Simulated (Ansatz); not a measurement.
## Residual resistivity of an alloy: Re(0001) with 2 layers of random Re-Rh, 2x2

How strongly does chemical disorder scatter in Re(0001) with 2 layers of random Re-Rh, 2x2?

Method: Ansatz plane-wave DFT, PBE, PAW files; ballistic transport by layer matching (Landauer), zero bias; PAW set soft_1, in Ansatz 0.2.0.

## (1) The starting structure

The cell holds 48 atoms: 47 Re and 1 Rh. Its edges and angles: a = 5.522 Å, b = 5.522 Å, c = 26.749 Å, α = 90.0°, β = 90.0°, γ = 120.0°. It derives from Re. Regions: lead, 40 atoms (40 Re); scattering region, 8 atoms (7 Re and 1 Rh). The structure is stacked along c, and the current runs across the ab planes.

## (2) With 2 alloy layers

In 2 layers a share of 0.125 of the sites is given to Rh at random. The layers about the cell's end stay perfect and serve as the lead. Energies from -0.05 to 0.05 eV in steps of 0.05 eV are too few for the program's thermal sum, so it prints no conductance; for a metal the transmission near the Fermi level serves, at a fraction of the cost.

The input, input.yaml:

```yaml
crystal:
  lattice:
    - [5.5216, 0.0, 0.0]
    - [-2.7608, 4.7818458695, 0.0]
    - [0.0, 0.0, 26.7492]
  atoms:
    - { symbol: Re, position: [0.1666666667, 0.3333333333, 0.0416666667] }
    - { symbol: Re, position: [0.1666666667, 0.8333333333, 0.0416666667] }
    - { symbol: Re, position: [0.6666666667, 0.3333333333, 0.0416666667] }
    - { symbol: Re, position: [0.6666666667, 0.8333333333, 0.0416666667] }
    - { symbol: Re, position: [0.3333333333, 0.1666666667, 0.125] }
    - { symbol: Re, position: [0.3333333333, 0.6666666667, 0.125] }
    - { symbol: Re, position: [0.8333333333, 0.1666666667, 0.125] }
    - { symbol: Re, position: [0.8333333333, 0.6666666667, 0.125] }
    - { symbol: Re, position: [0.1666666667, 0.3333333333, 0.2083333333] }
    - { symbol: Re, position: [0.1666666667, 0.8333333333, 0.2083333333] }
    - { symbol: Re, position: [0.6666666667, 0.3333333333, 0.2083333333] }
    - { symbol: Re, position: [0.6666666667, 0.8333333333, 0.2083333333] }
    - { symbol: Re, position: [0.3333333333, 0.1666666667, 0.2916666667] }
    - { symbol: Re, position: [0.3333333333, 0.6666666667, 0.2916666667] }
    - { symbol: Re, position: [0.8333333333, 0.1666666667, 0.2916666667] }
    - { symbol: Re, position: [0.8333333333, 0.6666666667, 0.2916666667] }
    - { symbol: Re, position: [0.1666666667, 0.3333333333, 0.375] }
    - { symbol: Re, position: [0.1666666667, 0.8333333333, 0.375] }
    - { symbol: Re, position: [0.6666666667, 0.3333333333, 0.375] }
    - { symbol: Re, position: [0.6666666667, 0.8333333333, 0.375] }
    - { symbol: Re, position: [0.3333333333, 0.1666666667, 0.4583333333] }
    - { symbol: Re, position: [0.3333333333, 0.6666666667, 0.4583333333] }
    - { symbol: Re, position: [0.8333333333, 0.1666666667, 0.4583333333] }
    - { symbol: Re, position: [0.8333333333, 0.6666666667, 0.4583333333] }
    - { symbol: Re, position: [0.1666666667, 0.3333333333, 0.5416666667] }
    - { symbol: Re, position: [0.1666666667, 0.8333333333, 0.5416666667] }
    - { symbol: Rh, position: [0.6666666667, 0.3333333333, 0.5416666667] }
    - { symbol: Re, position: [0.6666666667, 0.8333333333, 0.5416666667] }
    - { symbol: Re, position: [0.3333333333, 0.1666666667, 0.625] }
    - { symbol: Re, position: [0.3333333333, 0.6666666667, 0.625] }
    - { symbol: Re, position: [0.8333333333, 0.1666666667, 0.625] }
    - { symbol: Re, position: [0.8333333333, 0.6666666667, 0.625] }
    - { symbol: Re, position: [0.1666666667, 0.3333333333, 0.7083333333] }
    - { symbol: Re, position: [0.1666666667, 0.8333333333, 0.7083333333] }
    - { symbol: Re, position: [0.6666666667, 0.3333333333, 0.7083333333] }
    - { symbol: Re, position: [0.6666666667, 0.8333333333, 0.7083333333] }
    - { symbol: Re, position: [0.3333333333, 0.1666666667, 0.7916666667] }
    - { symbol: Re, position: [0.3333333333, 0.6666666667, 0.7916666667] }
    - { symbol: Re, position: [0.8333333333, 0.1666666667, 0.7916666667] }
    - { symbol: Re, position: [0.8333333333, 0.6666666667, 0.7916666667] }
    - { symbol: Re, position: [0.1666666667, 0.3333333333, 0.875] }
    - { symbol: Re, position: [0.1666666667, 0.8333333333, 0.875] }
    - { symbol: Re, position: [0.6666666667, 0.3333333333, 0.875] }
    - { symbol: Re, position: [0.6666666667, 0.8333333333, 0.875] }
    - { symbol: Re, position: [0.3333333333, 0.1666666667, 0.9583333333] }
    - { symbol: Re, position: [0.3333333333, 0.6666666667, 0.9583333333] }
    - { symbol: Re, position: [0.8333333333, 0.1666666667, 0.9583333333] }
    - { symbol: Re, position: [0.8333333333, 0.6666666667, 0.9583333333] }
kpoints:
  mp_grid: { grid: [5, 5, 1] }
hamiltonian:
  xc: pbe
  pseudopotentials: { kind: paw, azcp: { folder: soft_1 } }
scf:
  occupations: { method: fermi_dirac, width: 0.1 }
output:
  transmission:
    leads: [[0, 8]]
    kmesh: [10, 10]
    e_range: [-0.05, 0.05]
    de: 0.05
  write_potential: true
  write_density: true
  volumetric_format: npy
```

The run is started by

```
ansatz run input.yaml --threads 4 --pin off --max-ram 15360MiB --backend cpu --events-out ev --progress --plain --runs-dir out
```

Numbers of over 12 decimals in the logs are rounded to 6 here.

Log:

```text
Engine: ansatz 0.2.0, x86_64-unknown-linux-gnu
Pseudopotentials: kind: paw
Pseudopotential: Re, paw, valence charge 15, recommended cutoff 420 eV (normal), soft_1/Re.paw.azcp
Pseudopotential: Rh, paw, valence charge 17, recommended cutoff 420 eV (normal), soft_1/Rh.paw.azcp
Functional definition: PBE
  parameter kappa = 0.804
  parameter beta = 0.066725
  exchange = pbe_x(kappa = kappa, mu = beta*pi^2/3)
  correlation = pbe_c(beta = beta)
Crystal: 48 atoms, lattice volume = 706.271 Å³
Basis set: ecut = 420 eV, 13787 PW (Γ)
Bands: 434, of which v1, the nominal top of the filled ones, is band 361 counted from 1 (360 counted from 0)
Symmetry: 12 space group operations
Space group: P-6m2 (ITA 187), of the structure as read, at distance tolerance 8.9e-5 Å
k-points: 5 of 25 (time reversal used)
Non-local potential: Re, projectors of the file, l = 0: 3, l = 1: 2, l = 2: 2, l = 3: 1
Non-local potential: Rh, projectors of the file, l = 0: 3, l = 1: 2, l = 2: 2, l = 3: 1
PAW form: soft (Blöchl's): semilocal exchange-correlation on the pseudo side does not see the compensation charge
PAW one-centre angular grid: Re, 590 points (default); XC on 64 Gauss nodes
PAW one-centre angular grid: Rh, 590 points (default); XC on 64 Gauss nodes
Initial density: superposition of atomic densities (chi_scale 0.1, normalization cell, long waves 88 % of neutral atoms (reshape's long-wave potential 1.88 eV rms, cloud 2.93 Å wide))
Initial wavefunctions: pseudopotential atomic-orbital guess
Functional: x = pbe(κ = 0.804, μ = 0.219515), c = pbe(β = 0.066725)
SCF iter   1: F=—  HF=-517285.704551 eV  |F-HF|=—  |Δ(HF+E_count)|=         —  Δρ=1.22e-1  dr2=1.00e3  ethr=3.10e-3  ⟨swp⟩=5.0  Hψ=6540  notcnv=0
preconditioner: auto → Kerker (q_TF=auto, 2.738 Å⁻¹)  [metal: Δε(μ)=0.002 eV  Ē_g=5.720 eV  σ=0.100 eV  W_gap=0.00  n_scr=268 (ndim 8)  ℏωp=25.7 eV  f_vac=0.000  D(μ)=39.40/eV (n_scr^D=380)]
SCF iter   2: F=—  HF=-517265.589177 eV  |F-HF|=—  |Δ(HF+E_count)|=    2.01e1  Δρ=4.79e-2  dr2=2.37e2  ethr=3.10e-3  ⟨swp⟩=3.0  Hψ=4357  notcnv=0  defer=116
SCF iter   3: F=—  HF=-517261.332775 eV  |F-HF|=—  |Δ(HF+E_count)|=    4.26e0  Δρ=1.71e-2  dr2=2.00e1  ethr=3.10e-3  ⟨swp⟩=3.6  Hψ=4675  notcnv=0  defer=123
SCF iter   4: F=—  HF=-517260.970848 eV  |F-HF|=—  |Δ(HF+E_count)|=   3.62e-1  Δρ=7.04e-3  dr2=3.10e-1  ethr=2.77e-3  ⟨swp⟩=2.4  Hψ=4008  notcnv=0  defer=122
SCF iter   5: F=—  HF=-517260.914522 eV  |F-HF|=—  |Δ(HF+E_count)|=   5.63e-2  Δρ=9.97e-4  dr2=3.60e-2  ethr=4.29e-5  ⟨swp⟩=2.4  Hψ=4044  notcnv=0  defer=119
SCF iter   6: F=—  HF=-517260.912740 eV  |F-HF|=—  |Δ(HF+E_count)|=   1.78e-3  Δρ=2.77e-4  dr2=2.35e-3  ethr=4.99e-6  ⟨swp⟩=2.0  Hψ=2335  notcnv=0  defer=119
SCF iter   7: F=—  HF=-517260.912531 eV  |F-HF|=—  |Δ(HF+E_count)|=   2.09e-4  Δρ=7.73e-5  dr2=2.80e-4  ethr=3.26e-7  ⟨swp⟩=2.0  Hψ=2590  notcnv=0  defer=119
SCF iter   8: F=—  HF=-517260.912437 eV  |F-HF|=—  |Δ(HF+E_count)|=   9.39e-5  Δρ=3.22e-5  dr2=9.67e-5  ethr=3.88e-8  ⟨swp⟩=2.0  Hψ=2330  notcnv=0  defer=119
SCF iter   9: F=—  HF=-517260.914070 eV  |F-HF|=—  |Δ(HF+E_count)|=   1.63e-3  Δρ=1.40e-5  dr2=1.74e-5  ethr=1.34e-8  ⟨swp⟩=1.0  Hψ=2170  notcnv=0  defer=119
SCF iter  10: F=-517260.914069 eV  HF=-517260.914069 eV  |F-HF|=2.29e-8  |Δ(HF+E_count)|=   9.86e-7  Δρ=1.13e-6  dr2=2.59e-8  ethr=1.39e-11  ⟨swp⟩=9.0  Hψ=7736  notcnv=0
SCF 1 converged in 10 iterations: F = -517260.914069 eV  dr2 = 2.59e-8
  greatest PAW one-centre occupation: 1.000 electrons in one spin orbital (limit 2), on the Rh atom at site 26 (counted from 0), in its partial waves of l = 0
transmission: 70 of 700 steps passed
transmission: 141 of 700 steps passed
[...]
transmission: 700 of 700 steps passed
SCF converged after 10 iterations
Free energy (F): -517260.914069 eV
Harris-Foulkes:  -517260.914069 eV  (|F-HF|=2.29e-8)
Internal energy: -517259.574943 eV  (E = F + TS)
E sigma→0 (E₀):  -517260.244506 eV
Entropy (-TS):   -1.339126 eV (-27.898 meV/atom)
Fermi energy:    23.991893 eV
--- Per-component energies (eV) ---
  E_band       = -3434.610200
  E_kinetic    = 25129.336108
  E_local      = -37919.424932  (includes V_loc(G=0)·N_el)
  E_nonlocal   = 4063.284396
  E_hartree    = 13301.347080
  E_xc         = -16967.530388
  E_vxc        = -13897.696154  (∫ρ·V_xc dr)
  E_paw        = -412719.736197  (= ΣΔE_a)
  E_vpaw       = -7412.804875  (= ΣTr[D̂ρ^β])
  E_aug_tail   = 0.002504  (compensation charges beyond the density's cutoff)
  E_ewald      = -92146.853514
  E_smearing   = -1.339126  (= −TS)
  E_closure    = 0.000000  (closes the sum)
  Σ components = -517260.914069   (vs F -517260.914069, Δ=0.00e0)
--- Band table (eV; the first three rows and the last of 5) ---
  k-point 0: bands = [... 357 lower, 24.3737, 24.5445, 24.5445, 24.5808, 24.5995, 24.5995, 24.8218, 24.8731, ... 69 higher]
  k-point 1: bands = [... 357 lower, 24.0845, 24.1049, 24.1680, 24.2274, 24.2293, 24.2562, 24.2879, 24.3405, ... 69 higher]
  k-point 2: bands = [... 357 lower, 23.5638, 23.6665, 23.7710, 23.8246, 23.8563, 23.8668, 23.9154, 23.9228, ... 69 higher]
  k-point 4: bands = [... 357 lower, 23.7964, 23.7980, 23.8248, 23.8590, 23.8590, 23.9664, 23.9703, 24.0420, ... 69 higher]
--- Transmission ---
  basis      : 235 plane waves across, 50 finite elements along
  points     : 14, standing for a mesh of 10 x 10
  energies   : 3 from -0.050000 to 0.050000 eV about the Fermi level, 0.050000 eV apart; the leads are filled to 0.000000 eV, and channels, transmission and decay are at 0.000000 eV
  crystal 0  : Re8, at the sites [0, 8], period 4.4582 Å, over 24.52 Å; its Hamiltonian steps by up to 3.9 meV
    offset         : up to 0.0000 Å between an atom of the period and one for which it stands
    channels       : 5.380000e0 a spin
    conductance    : none, the energies end too early or step too widely for 300 K: set another output.transmission.e_range or a lower de, or, where they end at an eighth of basis.ecutwfc, a higher one
  junction   : crystal 0 to crystal 0, 1.53 to 23.82 Å
    transmission   : 4.499882e0 a spin
    conductance    : none, the energies end too early or step too widely for 300 K: set another output.transmission.e_range or a lower de, or, where they end at an eighth of basis.ecutwfc, a higher one
```

Run time: 2.3 min. Hardware: 4 threads of Intel Xeon Platinum 8375C at 2.90GHz (Ice Lake), shared host; peak memory 5.6 GiB; 7.7 min of CPU time.

Reading the cycles: dr2 is the Hartree energy of the density residual (eV), the measure of convergence; HF is the Harris–Foulkes estimate of the energy, which meets the free energy F at convergence.

Numbers from this step:

| Quantity | Value |
| --- | --- |
| free energy | -517260.9141 eV |
| energy at zero smearing | -517260.2445 eV |
| Fermi energy | 23.99 eV |
| cell area | 26.40 Å² |
| transmission per spin nearest the Fermi level | 4.500 |
| open channels per spin nearest the Fermi level | 5.38 |
| step of the lead's potential | 3.9 meV |

Per spin. The transmission, zone mean by energy, zero at the Fermi level:

```csv
energy (eV),"transmission, zone mean"
-0.0500,4.44
0.0000,4.50
0.0500,4.24
```

Per spin. Table of open channels, zone mean, lead by energy, zero at the Fermi level:

```csv
energy (eV),"open channels, zone mean, lead"
-0.0500,5.32
0.0000,5.38
0.0500,5.08
```

Transmission over k1 and k2. At 0.0000 eV from the Fermi level.

Values, 10 rows by 10 columns:
```
2.97 4.61 3.60 2.62 3.60 4.61 2.97 3.36 3.85 3.36
3.85 3.60 3.47 3.43 3.43 3.47 3.60 3.85 3.85 3.85
3.85 2.62 3.43 8.28 9.02 8.28 3.43 2.62 3.85 3.36
2.97 3.60 3.43 9.02 9.09 9.09 9.02 3.43 3.60 2.97
3.09 4.61 3.47 8.28 9.09 8.63 9.09 8.28 3.47 4.61
2.97 2.97 3.60 3.43 9.02 9.09 9.09 9.02 3.43 3.60
3.85 3.36 3.85 2.62 3.43 8.28 9.02 8.28 3.43 2.62
3.85 3.85 3.85 3.85 3.60 3.47 3.43 3.43 3.47 3.60
2.97 3.36 3.85 3.36 2.97 4.61 3.60 2.62 3.60 4.61
3.09 2.97 3.85 3.85 2.97 3.09 2.97 3.85 3.85 2.97
```
Columns: k1 (b1) from -0.5 to 0.4; rows upwards: k2 (b2) from -0.5 to 0.4.

Open channels over k1 and k2. At 0.0000 eV from the Fermi level.

Ten even steps from '_' (3.0) to '@' (11.0):
```
..--..__..--........
::............::....
::__..%%%%%%..__::..
......%%@@@@%%......
..--..%%@@%%@@%%..--
........%%@@@@%%....
::..::__..%%%%%%..__
::....::............
..........--..__..--
....::::......::::..
```
Columns: k1 (b1) from -0.5 to 0.4; rows upwards: k2 (b2) from -0.5 to 0.4.

Over the solved energies the transmission per spin lies between 4.24 and 4.50, out of 5.26 channels of the lead on average (up to 5.38).

## (3) With 6 alloy layers

In 6 layers a share of 0.125 of the sites is given to Rh at random. A fresh draw is used; the growth of the resistance with length is what counts.

System of this step: Re(0001) with 6 layers of random Re-Rh, 2x2. The cell holds 64 atoms: 61 Re and 3 Rh. Its edges and angles: a = 5.522 Å, b = 5.522 Å, c = 35.666 Å, α = 90.0°, β = 90.0°, γ = 120.0°. It derives from Re. Regions: lead, 40 atoms (40 Re); scattering region, 24 atoms (21 Re and 3 Rh). The structure is stacked along c, and the current runs across the ab planes.

The input, input.yaml:

```yaml
crystal:
  lattice:
    - [5.5216, 0.0, 0.0]
    - [-2.7608, 4.7818458695, 0.0]
    - [0.0, 0.0, 35.6656]
  atoms:
    - { symbol: Re, position: [0.1666666667, 0.3333333333, 0.03125] }
    - { symbol: Re, position: [0.1666666667, 0.8333333333, 0.03125] }
    - { symbol: Re, position: [0.6666666667, 0.3333333333, 0.03125] }
    - { symbol: Re, position: [0.6666666667, 0.8333333333, 0.03125] }
    - { symbol: Re, position: [0.3333333333, 0.1666666667, 0.09375] }
    - { symbol: Re, position: [0.3333333333, 0.6666666667, 0.09375] }
    - { symbol: Re, position: [0.8333333333, 0.1666666667, 0.09375] }
    - { symbol: Re, position: [0.8333333333, 0.6666666667, 0.09375] }
    - { symbol: Re, position: [0.1666666667, 0.3333333333, 0.15625] }
    - { symbol: Re, position: [0.1666666667, 0.8333333333, 0.15625] }
    - { symbol: Re, position: [0.6666666667, 0.3333333333, 0.15625] }
    - { symbol: Re, position: [0.6666666667, 0.8333333333, 0.15625] }
    - { symbol: Re, position: [0.3333333333, 0.1666666667, 0.21875] }
    - { symbol: Re, position: [0.3333333333, 0.6666666667, 0.21875] }
    - { symbol: Re, position: [0.8333333333, 0.1666666667, 0.21875] }
    - { symbol: Re, position: [0.8333333333, 0.6666666667, 0.21875] }
    - { symbol: Re, position: [0.1666666667, 0.3333333333, 0.28125] }
    - { symbol: Re, position: [0.1666666667, 0.8333333333, 0.28125] }
    - { symbol: Re, position: [0.6666666667, 0.3333333333, 0.28125] }
    - { symbol: Re, position: [0.6666666667, 0.8333333333, 0.28125] }
    - { symbol: Re, position: [0.3333333333, 0.1666666667, 0.34375] }
    - { symbol: Rh, position: [0.3333333333, 0.6666666667, 0.34375] }
    - { symbol: Re, position: [0.8333333333, 0.1666666667, 0.34375] }
    - { symbol: Re, position: [0.8333333333, 0.6666666667, 0.34375] }
    - { symbol: Re, position: [0.1666666667, 0.3333333333, 0.40625] }
    - { symbol: Re, position: [0.1666666667, 0.8333333333, 0.40625] }
    - { symbol: Re, position: [0.6666666667, 0.3333333333, 0.40625] }
    - { symbol: Re, position: [0.6666666667, 0.8333333333, 0.40625] }
    - { symbol: Rh, position: [0.3333333333, 0.1666666667, 0.46875] }
    - { symbol: Re, position: [0.3333333333, 0.6666666667, 0.46875] }
    - { symbol: Re, position: [0.8333333333, 0.1666666667, 0.46875] }
    - { symbol: Re, position: [0.8333333333, 0.6666666667, 0.46875] }
    - { symbol: Re, position: [0.1666666667, 0.3333333333, 0.53125] }
    - { symbol: Rh, position: [0.1666666667, 0.8333333333, 0.53125] }
    - { symbol: Re, position: [0.6666666667, 0.3333333333, 0.53125] }
    - { symbol: Re, position: [0.6666666667, 0.8333333333, 0.53125] }
    - { symbol: Re, position: [0.3333333333, 0.1666666667, 0.59375] }
    - { symbol: Re, position: [0.3333333333, 0.6666666667, 0.59375] }
    - { symbol: Re, position: [0.8333333333, 0.1666666667, 0.59375] }
    - { symbol: Re, position: [0.8333333333, 0.6666666667, 0.59375] }
    - { symbol: Re, position: [0.1666666667, 0.3333333333, 0.65625] }
    - { symbol: Re, position: [0.1666666667, 0.8333333333, 0.65625] }
    - { symbol: Re, position: [0.6666666667, 0.3333333333, 0.65625] }
    - { symbol: Re, position: [0.6666666667, 0.8333333333, 0.65625] }
    - { symbol: Re, position: [0.3333333333, 0.1666666667, 0.71875] }
    - { symbol: Re, position: [0.3333333333, 0.6666666667, 0.71875] }
    - { symbol: Re, position: [0.8333333333, 0.1666666667, 0.71875] }
    - { symbol: Re, position: [0.8333333333, 0.6666666667, 0.71875] }
    - { symbol: Re, position: [0.1666666667, 0.3333333333, 0.78125] }
    - { symbol: Re, position: [0.1666666667, 0.8333333333, 0.78125] }
    - { symbol: Re, position: [0.6666666667, 0.3333333333, 0.78125] }
    - { symbol: Re, position: [0.6666666667, 0.8333333333, 0.78125] }
    - { symbol: Re, position: [0.3333333333, 0.1666666667, 0.84375] }
    - { symbol: Re, position: [0.3333333333, 0.6666666667, 0.84375] }
    - { symbol: Re, position: [0.8333333333, 0.1666666667, 0.84375] }
    - { symbol: Re, position: [0.8333333333, 0.6666666667, 0.84375] }
    - { symbol: Re, position: [0.1666666667, 0.3333333333, 0.90625] }
    - { symbol: Re, position: [0.1666666667, 0.8333333333, 0.90625] }
    - { symbol: Re, position: [0.6666666667, 0.3333333333, 0.90625] }
    - { symbol: Re, position: [0.6666666667, 0.8333333333, 0.90625] }
    - { symbol: Re, position: [0.3333333333, 0.1666666667, 0.96875] }
    - { symbol: Re, position: [0.3333333333, 0.6666666667, 0.96875] }
    - { symbol: Re, position: [0.8333333333, 0.1666666667, 0.96875] }
    - { symbol: Re, position: [0.8333333333, 0.6666666667, 0.96875] }
kpoints:
  mp_grid: { grid: [5, 5, 1] }
hamiltonian:
  xc: pbe
  pseudopotentials: { kind: paw, azcp: { folder: soft_1 } }
scf:
  occupations: { method: fermi_dirac, width: 0.1 }
output:
  transmission:
    leads: [[0, 8]]
    kmesh: [10, 10]
    e_range: [-0.05, 0.05]
    de: 0.05
  write_potential: true
  write_density: true
  volumetric_format: npy
```

Log:

```text
[...]
Crystal: 64 atoms, lattice volume = 941.695 Å³
Basis set: ecut = 420 eV, 18377 PW (Γ)
Bands: 580, of which v1, the nominal top of the filled ones, is band 483 counted from 1 (482 counted from 0)
Symmetry: 1 space group operations
[...]
k-points: 13 of 25 (time reversal used)
[...]
SCF iter   1: F=—  HF=-682283.674682 eV  |F-HF|=—  |Δ(HF+E_count)|=         —  Δρ=1.55e-1  dr2=1.58e3  ethr=3.10e-3  ⟨swp⟩=5.0  Hψ=22705  notcnv=0
[...]
SCF iter  11: F=-682238.071594 eV  HF=-682238.071594 eV  |F-HF|=5.82e-10  |Δ(HF+E_count)|=   6.29e-9  Δρ=2.01e-7  dr2=8.29e-10  ethr=1.04e-11  ⟨swp⟩=9.0  Hψ=18534  notcnv=0
SCF 1 converged in 11 iterations: F = -682238.071594 eV  dr2 = 8.29e-10
[...]
transmission: 339 of 3380 steps passed
transmission: 676 of 3380 steps passed
[...]
transmission: 3380 of 3380 steps passed
SCF converged after 11 iterations
Free energy (F): -682238.071594 eV
[...]
Internal energy: -682236.301578 eV  (E = F + TS)
E sigma→0 (E₀):  -682237.186586 eV
Entropy (-TS):   -1.770016 eV (-27.657 meV/atom)
Fermi energy:    23.926344 eV
[...]
--- Band table (eV; the first three rows and the last of 13) ---
  k-point 0: bands = [... 479 lower, 24.6736, 24.7147, 24.7367, 24.7613, 24.7768, 24.7809, 24.7874, 24.8034, ... 93 higher]
  k-point 1: bands = [... 479 lower, 24.0107, 24.0411, 24.0562, 24.0920, 24.1203, 24.1573, 24.1724, 24.1892, ... 93 higher]
  k-point 2: bands = [... 479 lower, 23.5108, 23.6087, 23.6752, 23.7204, 23.7503, 23.7753, 23.8029, 23.8190, ... 93 higher]
  k-point 12: bands = [... 479 lower, 23.6523, 23.6585, 23.7346, 23.7515, 23.8092, 23.9215, 23.9503, 23.9654, ... 93 higher]
--- Transmission ---
  basis      : 235 plane waves across, 65 finite elements along
  points     : 52, standing for a mesh of 10 x 10
[...]
channels       : 5.380000e0 a spin
[...]
junction   : crystal 0 to crystal 0, -1.53 to 29.68 Å
    transmission   : 3.710987e0 a spin
[...]
```

Wall time 11 min (4 threads); peak memory 10 GiB; 40 min of CPU time.

This step gave:

- free energy: -682238.0716 eV
- energy at zero smearing: -682237.1866 eV
- Fermi energy: 23.93 eV
- transmission per spin nearest the Fermi level: 3.711
- step of the lead's potential: 4 meV

Per spin. Transmission, zone mean against energy, zero at the Fermi level:

```csv
energy (eV),"transmission, zone mean"
-0.0500,3.73
0.0000,3.71
0.0500,3.61
```

Over the solved energies the transmission per spin lies between 3.61 and 3.73, out of 5.28 channels of the lead on average (up to 5.38).

[end of part 1 of 2]

[Logs are printed without paths, hosts, clocks, repeated set-up lines and the standing remarks that a program may print on its own settings, such as how far it seeks lower states.]

[Hosts, paths, dates, database ids (printed as entryN), source tags and the programs' standing remarks are cut or masked in the printed files.]
